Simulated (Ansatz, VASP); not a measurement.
## One calculation of BeS, two programs

```
CELL_PARAMETERS angstrom
0.00000 2.53168 2.35552
2.53168 0.00000 2.35552
2.53168 2.53168 0.00000
ATOMIC_POSITIONS crystal
Be 0.00000 0.00000 0.00000
S 0.25000 0.25000 0.25000
```

Change from the starting cell: epitaxial_xy strain +4.0%.

Alike in both runs: task single point; functional r2SCAN; k mesh 10 × 10 × 10; no spin polarisation.

|  | VASP | Ansatz |
| --- | --- | --- |
| version | VASP 6.6.1 | Ansatz 0.2.0 |
| potentials or method | VASP PAW PBE potentials, release 64 (Be, S) | plane waves, PAW |
| plane-wave cutoff (eV) | 520 | 500 |
| occupations | gaussian, width 0.01 eV | fixed |
| valence electrons in the cell | 8 | 8 |

|  | VASP | Ansatz | Ansatz less VASP |
| --- | --- | --- | --- |
| gap on the k mesh at the Fermi level (eV) | 3.15 | 3.14 | -0.012 |
| pressure (GPa) | -3.9 | -4.1 | -0.22 |
| largest component of the traceless stress (GPa) | 4.08 | 4.14 | +0.057 |

Caveats: the PAW data sets were made with another functional, which shifts forces and pressure a little (VASP). A k mesh can miss the band edges.
